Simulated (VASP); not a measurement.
# ZnS (P6_3mc) in VASP: a series of runs

Aim: see how the results for ZnS move with the level of theory and the settings. Levels: PBE, r2SCAN+rVV10, BLYP+D3(BJ). Tasks: single point.

Program: VASP 6.6.1. These are calculated values, not measurements. Logs are shortened: lines on timing, memory, paths and dates and some standing lists are left out, and cuts for length are marked.

**Measured values to compare with.**

A printed reference work, monograph reports, for a bulk crystal of ZnS at 4 K: band gap 3.911 eV (direct).

The results are compared with them further down.

## (1) The cell of the first run

Symmetry: P6_3mc, No. 186, hexagonal system. The conventional cell has a = 3.887 Å, b = 3.887 Å, c = 19.057 Å, α = 90.00°, β = 90.00°, γ = 120.00°. Zn (site symmetry 3m) has 4 S at 2.38 Å within 3.1 Å. Zn (site symmetry 3m) has 4 S at 2.38 Å within 3.1 Å. Within 3.1 Å of Zn (site symmetry 3m) lie 4 S at 2.38 Å. S (site symmetry 3m) has 4 Zn at 2.38 Å within 3.1 Å. S (site symmetry 3m) has 4 Zn at 2.38 Å within 3.1 Å. Within 3.1 Å of S (site symmetry 3m) lie 4 Zn at 2.38 Å.

## (2) Single point, PBE

INCAR reads:

```
PREC = Accurate ; ENCUT = 520
EDIFF = 1E-7 ; ISMEAR = -1
SIGMA = 0.05 ; LREAL = F
LASPH = T ; NELM = 60
ALGO = Normal ; ISIF = 2
LWAVE = F ; LCHARG = T
GGA = PE ; LELF = T
LVHAR = T ; NBANDS = 66
```

KPOINTS reads:

```
regular mesh
0
Gamma
  8 8 2
```

POSCAR reads:

```
ZnS
1.0
    3.8867640791      0.0000000000      0.0000000000
   -1.9433820395      3.3660364310      0.0000000000
    0.0000000000      0.0000000000     19.0565534549
Zn S
6 6
Direct
    0.3333333333      0.6666666667      0.8333300000
    0.6666666667      0.3333333333      0.3333300000
    0.6666666667      0.3333333333      0.6666700000
    0.3333333333      0.6666666667      0.1666700000
    0.0000000000      0.0000000000      0.5000000000
    0.0000000000      0.0000000000      0.0000000000
    0.3333333333      0.6666666667      0.9583300000
    0.6666666667      0.3333333333      0.4583300000
    0.6666666667      0.3333333333      0.7916700000
    0.3333333333      0.6666666667      0.2916700000
    0.0000000000      0.0000000000      0.6250000000
    0.0000000000      0.0000000000      0.1250000000
```

Potentials or basis: VASP PAW PBE potentials, release 64 (Zn, S).

On the command line:

```console
$ cat potpaw_PBE.64/Zn/POTCAR potpaw_PBE.64/S/POTCAR > POTCAR
$ mpirun -np 1 vasp_std > vasp.out
```

OUTCAR:

```text
PREC = Accurate
   ENCUT = 520
   EDIFF = 1E-7
   ISMEAR = -1
   LREAL = F
   LASPH = T
   NELM = 60
   ISIF = 2
   GGA = PE

 ion  position               nearest neighbor table
   1  0.333  0.667  0.833-   9 2.38   9 2.38   9 2.38   7 2.38
   2  0.667  0.333  0.333-  10 2.38  10 2.38  10 2.38   8 2.38
   3  0.667  0.333  0.667-  11 2.38  11 2.38  11 2.38   9 2.38
   4  0.333  0.667  0.167-  12 2.38  12 2.38  12 2.38  10 2.38
   5  0.000  0.000  0.500-   8 2.38   8 2.38   8 2.38  11 2.38
   6  0.000  0.000  0.000-   7 2.38   7 2.38   7 2.38  12 2.38
   7  0.333  0.667  0.958-   6 2.38   6 2.38   6 2.38   1 2.38
   8  0.667  0.333  0.458-   5 2.38   5 2.38   5 2.38   2 2.38
   9  0.667  0.333  0.792-   1 2.38   1 2.38   1 2.38   3 2.38
  10  0.333  0.667  0.292-   2 2.38   2 2.38   2 2.38   4 2.38
  11  0.000  0.000  0.625-   3 2.38   3 2.38   3 2.38   5 2.38
  12  0.000  0.000  0.125-   4 2.38   4 2.38   4 2.38   6 2.38

  LATTYP: Found a hexagonal cell.
 ALAT       =     3.8867640791
 C/A-ratio  =     4.9029354669

  Lattice vectors:

 A1 = (   3.8867640791,   0.0000000000,   0.0000000000)
 A2 = (  -1.9433820395,   3.3660364310,   0.0000000000)
 A3 = (   0.0000000000,   0.0000000000,  19.0565534549)

Analysis of symmetry for initial positions (statically):
=====================================================================
 Subroutine PRICEL returns:
 Original cell was already a primitive cell.

 Routine SETGRP: Setting up the symmetry group for a
 hexagonal supercell.

 Subroutine GETGRP returns: Found 12 space group operations
 (whereof  6 operations were pure point group operations)
 out of a pool of 24 trial point group operations.

The static configuration has the point symmetry C_3v.
 The point group associated with its full space group is C_6v.

Analysis of symmetry for dynamics (positions and initial velocities):
=====================================================================
 Subroutine PRICEL returns:
 Original cell was already a primitive cell.

 Routine SETGRP: Setting up the symmetry group for a
 hexagonal supercell.

 Subroutine GETGRP returns: Found 12 space group operations
 (whereof  6 operations were pure point group operations)
 out of a pool of 24 trial point group operations.

The dynamic configuration has the point symmetry C_3v.
 The point group associated with its full space group is C_6v.
[... 122 lines left out ...]
   POTIM  = 0.5000    time-step for ionic-motion
   TEBEG  =    0.0;   TEEND  =   0.0 temperature during run
   PSTRESS=    0.0 pullay stress
   NELECT =     108.0000    total number of electrons
   NUPDOWN=      -1.0000    fix difference up-down
   EMIN   =  10.00;   EMAX   =-10.00  energy-range for DOS
   EFERMI =   0.00;   METHOD = LEGACY
   ISMEAR =    -1;   SIGMA  =   0.05  broadening in eV -4-tet -1-fermi 0-gaus
   EFERMI_NEDOS =   21; number of points for ismear=-14 and -15
   IALGO  =     38    algorithm
   IMIX   =      4    mixing-type and parameters
     AMIX     =   0.40;   BMIX     =  1.00
     AMIX_MAG =   1.60;   BMIX_MAG =  1.00
  volume/ion in A,a.u.               =      20.78       140.21
  Fermi-wavevector in a.u.,A,eV,Ry     =   1.238699  2.340801 20.876427  1.534374
  Thomas-Fermi vector in A             =   2.373213
   LORBIT       =      0    0 simple, 1 ext, 2 COOP (PROOUT), +10 PAW based schemes
   GGA     = PE    functional components
   LHFCALC =     F    Hartree Fock is set to
   AEXX    =    0.0000 exact exchange contribution
   IVDW    =     0    specifies the selected vdW correction
   LEPSILON=     F    determine dielectric tensor
   LRPA    =     F    only Hartree local field effects (RPA)
 non-spin polarized calculation
  energy-cutoff  :      520.00
  volume of cell :      249.32
 maximum number of plane-waves:      6749
 NGX is ok and might be reduce to    30
   NGX = 15   NGY = 15   NGZ = 71

 number of electron     108.0000068 magnetization

 Free energy of the ion-electron system (eV)
  ---------------------------------------------------
  ext. energy  EPLUGINS =         0.00000000
  ---------------------------------------------------
  free energy    TOTEN  =       -41.06696048 eV

  energy without entropy =      -41.06696048  energy(sigma->0) =      -41.06696048

 E-fermi :   2.6480     XC(G=0):  -9.3862

 val. band max:        1.6430401934   @ k =   0.0000   0.0000   0.0000
 cond. band min:       3.5551103973   @ k =   0.0000   0.0000   0.0000
 fundamental gap:      1.9120702039
 Fermi energy:         2.6480392870

 k-point     1 :       0.0000    0.0000    0.0000
  band No.  band energies     occupation
      1     -11.1570      2.00000
      2     -10.9759      2.00000
      3     -10.9679      2.00000
      4     -10.5609      2.00000
      5     -10.5526      2.00000
      6     -10.3200      2.00000
[... 1369 lines left out ...]
     65       8.2191      0.00000
     66       8.2191      0.00000

------------------------ aborting loop because EDIFF is reached ----------------------------------------

  FORCE on cell =-STRESS in cart. coord.  units (eV):
  Direction    XX          YY          ZZ          XY          YZ          ZX
  --------------------------------------------------------------------------------------
  -------------------------------------------------------------------------------------
  Total       -2.7959357     -2.7959357     -2.7323372     -0.0000000      0.0000000      0.0000000
  in kB      -17.9674487    -17.9674487    -17.5587473     -0.0000000      0.0000000      0.0000000
  external PRESSURE =     -17.8312149 kB  Pullay stress =       0.0000000 kB

 VOLUME and BASIS-vectors are now :
 -----------------------------------------------------------------------------
  energy-cutoff  :      520.00
  volume of cell :      249.32
      direct lattice vectors                 reciprocal lattice vectors
     3.886764079  0.000000000  0.000000000     0.257283432  0.148542658  0.000000000
    -1.943382040  3.366036431  0.000000000     0.000000000  0.297085317  0.000000000
     0.000000000  0.000000000 19.056553455     0.000000000  0.000000000  0.052475386

 POSITION                                       TOTAL-FORCE (eV/Angst)
 -----------------------------------------------------------------------------------
     -0.00000      2.24402     15.88040         0.000000     -0.000000      0.000149
      1.94338      1.12201      6.35212        -0.000000      0.000000      0.000149
      1.94338      1.12201     12.70443        -0.000000      0.000000      0.004837
     -0.00000      2.24402      3.17616         0.000000     -0.000000      0.004837
      0.00000      0.00000      9.52828        -0.000000      0.000000     -0.003538
      0.00000      0.00000      0.00000        -0.000000      0.000000     -0.003538
     -0.00000      2.24402     18.26247         0.000000      0.000000     -0.022554
      1.94338      1.12201      8.73419         0.000000     -0.000000     -0.022554
      1.94338      1.12201     15.08650        -0.000000      0.000000     -0.003281
     -0.00000      2.24402      5.55822         0.000000     -0.000000     -0.003281
      0.00000      0.00000     11.91035         0.000000      0.000000      0.024387
      0.00000      0.00000      2.38207        -0.000000      0.000000      0.024387
 -----------------------------------------------------------------------------------
    total drift:                               -0.000001     -0.000001     -0.000622

  FREE ENERGIE OF THE ION-ELECTRON SYSTEM (eV)
  ---------------------------------------------------
  free  energy   TOTEN  =       -41.0669604821 eV

  energy  without entropy=      -41.0669604817  energy(sigma->0) =      -41.06696048
```

OSZICAR:

```text
N       E                     dE             d eps       ncg     rms          rms(c)
DAV:   1     0.951853272369E+03    0.95185E+03   -0.48669E+04  2640   0.194E+03
DAV:   2     0.109675855074E+03   -0.84218E+03   -0.80848E+03  2640   0.470E+02
DAV:   3    -0.345491048017E+02   -0.14422E+03   -0.14052E+03  2966   0.170E+02
DAV:   4    -0.434626402516E+02   -0.89135E+01   -0.88596E+01  3106   0.426E+01
DAV:   5    -0.436320858877E+02   -0.16945E+00   -0.16923E+00  3128   0.598E+00    0.155E+01
DAV:   6    -0.409773193720E+02    0.26548E+01   -0.54290E+00  3904   0.421E+01    0.121E+01
DAV:   7    -0.412125780810E+02   -0.23526E+00   -0.76624E+00  3104   0.886E+00    0.454E+00
DAV:   8    -0.410660542233E+02    0.14652E+00   -0.65015E-01  3356   0.608E+00    0.134E+00
DAV:   9    -0.410658467025E+02    0.20752E-03   -0.13569E-01  3472   0.328E+00    0.480E-01
DAV:  10    -0.410660689288E+02   -0.22223E-03   -0.71544E-03  3060   0.880E-01    0.291E-01
DAV:  11    -0.410665953762E+02   -0.52645E-03   -0.13303E-03  3536   0.320E-01    0.161E-01
DAV:  12    -0.410669637890E+02   -0.36841E-03   -0.67760E-04  2762   0.344E-01    0.828E-02
DAV:  13    -0.410669503046E+02    0.13484E-04   -0.88070E-05  3224   0.140E-01    0.183E-02
DAV:  14    -0.410669582375E+02   -0.79330E-05   -0.34129E-05  2972   0.310E-02    0.942E-03
DAV:  15    -0.410669604083E+02   -0.21708E-05   -0.72445E-06  2992   0.227E-02    0.410E-03
DAV:  16    -0.410669604821E+02   -0.73771E-07   -0.45598E-07  2742   0.956E-03
   1 F= -.41066960E+02 E0= -.41066960E+02  d E =-.364947E-09
```

Wall time 15 min (1 thread of Intel Xeon Platinum 8375C at 2.90GHz (Ice Lake), shared host); peak memory 0.48 GiB.

Results:

```yaml
Free_energy: -41.0670 eV
Pressure: -1.8 GPa
Largest_force: 0.024 eV/Å
Band_gap_on_the_k_mesh: 1.91 eV
```

Forces in eV/Å, atoms in the order of the input:
```
Zn   0.000  0.000  0.000
Zn   0.000  0.000  0.000
Zn   0.000  0.000  0.005
Zn   0.000  0.000  0.005
Zn   0.000  0.000 -0.004
Zn   0.000  0.000 -0.004
S    0.000  0.000 -0.023
S    0.000  0.000 -0.023
S    0.000  0.000 -0.003
S    0.000  0.000 -0.003
S    0.000  0.000  0.024
S    0.000  0.000  0.024
```

A k mesh can miss the band edges.

## (3) Single point, r2SCAN+rVV10

This run uses another cell than the first one, of 18.42 Å³/atom.

Changes to POSCAR since step 2:

```diff
@@ -2,5 +2,5 @@
 1.0
-    3.8867640791      0.0000000000      0.0000000000
-   -1.9433820395      3.3660364310      0.0000000000
-    0.0000000000      0.0000000000     19.0565534549
+    3.7341822464      0.0000000000      0.0000000000
+   -1.8670911232      3.2338966877      0.0000000000
+    0.0000000000      0.0000000000     18.3084545760
 Zn S
```

INCAR.step1 reads:

```
SYSTEM = ZnS
PREC = Accurate
ENCUT = 520
ISMEAR = -1
SIGMA = 0.05
LREAL = .FALSE.
LASPH = .TRUE.
NELM = 100
NBANDS = 66
GGA = PE
ALGO = Normal
EDIFF = 1E-4
LWAVE = .TRUE.
LCHARG = .FALSE.
```

INCAR.step2 reads:

```
SYSTEM = ZnS
PREC = Accurate
ENCUT = 520
EDIFF = 1E-6
ISMEAR = -1
SIGMA = 0.05
LREAL = .FALSE.
LASPH = .TRUE.
NELM = 100
ALGO = Normal
ISIF = 2
LWAVE = .FALSE.
LCHARG = .FALSE.
METAGGA = R2SCAN
LMIXTAU = .TRUE.
LUSE_VDW = .TRUE.
IVDW_NL = 2
BPARAM = 11.95
CPARAM = 0.0093
NBANDS = 66
ISTART = 1
```

KPOINTS reads:

```
regular mesh
0
G
  8 8 2
  0 0 0
```

Potentials or basis: VASP PAW PBE potentials, release 64 (Zn, S).

On the command line:

```console
$ cat potpaw_PBE.64/Zn/POTCAR potpaw_PBE.64/S/POTCAR > POTCAR
$ cp INCAR.step1 INCAR
$ mpirun -np 1 vasp_std > vasp.out
$ cp INCAR.step2 INCAR
$ mpirun -np 1 vasp_std > vasp.out
```

Wall time 20 min (1 thread of Intel Xeon Platinum 8124M at 3.00GHz (Skylake/Cascade Lake), shared host); peak memory 0.86 GiB.

Results (log left out):

* Free energy: -109.9987 eV
* Pressure: 4.5 GPa
* Largest force: 0.054 eV/Å
* Band gap on the k mesh: 2.98 eV

Forces in eV/Å, atoms in the order of the input:
```
Zn   0.000  0.000  0.008
Zn   0.000  0.000  0.008
Zn   0.000  0.000  0.054
Zn   0.000  0.000  0.054
Zn   0.000  0.000 -0.029
Zn   0.000  0.000 -0.029
S    0.000  0.000 -0.042
S    0.000  0.000 -0.042
S    0.000  0.000 -0.009
S    0.000  0.000 -0.009
S    0.000  0.000  0.018
S    0.000  0.000  0.018
```

Stress tensor (GPa, compression positive):
```
4.50 0.00 0.00
0.00 4.50 0.00
0.00 0.00 4.60
```

Levels at points of the mesh, in eV from the valence-band top:
```
           k point  band 50  band 51  band 52  band 53  band 54  band 55  band 56  band 57  band 58  band 59
(0.00, 0.00, 0.00)    -0.28    -0.28    -0.03     0.00     0.00     2.98     3.82     3.96     4.00     4.14
(0.50, 0.00, 0.00)    -1.68    -1.45    -1.44    -1.25    -1.00     3.72     3.80     4.03     4.29     4.37
(0.00, 0.00, 0.50)    -0.54    -0.08    -0.08    -0.08    -0.08     3.43     3.43     3.87     3.87     4.22
(0.50, 0.00, 0.50)    -1.84    -1.38    -1.38    -1.13    -1.13     3.66     3.66     4.21     4.21     4.53
```

Caveat: the cell stands under pressure; the PAW data sets were made with another functional, which shifts forces and pressure a little.

(Part 1 of 2 ends here.)
